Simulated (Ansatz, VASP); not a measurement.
One calculation of CdSe, two programs

```
Cd Se
1.0
     0.00000    2.93032    2.93032
     2.93032    0.00000    2.93032
     2.93032    2.93032    0.00000
Cd Se
1 1
Direct
  0.00000 0.00000 0.00000
  0.50000 0.50000 0.50000
```

Change from the starting cell: volume scaled by 1.06, crystal datasets.

Alike in both runs: task electric field gradients; functional PBEsol; k mesh 11 × 11 × 11; occupations fermi-dirac, width 0.05 eV; no spin polarisation.

```csv
,VASP,Ansatz
version,VASP 6.6.1,Ansatz 0.2.0
potentials or method,"VASP PAW PBE potentials, release 64 (Cd, Se), cutoff 520 eV","all-electron PAW with datasets made for the crystal, scalar-relativistic"
```

|  | VASP | Ansatz | Ansatz less VASP |
| --- | --- | --- | --- |
| pressure (GPa) | -6.2 | -6.4 | -0.26 |
| Vzz of the field gradient on the site that differs most (V/Å²) | 0.0 | 0.0 | 0.00 |

Ansatz ran all-electron here, so the differences hold the error of VASP's frozen core and of both bases. Ansatz warned: «gradients_without_spin_orbit».

Caveats: the PAW data sets were made with another functional, which shifts forces and pressure a little (VASP).
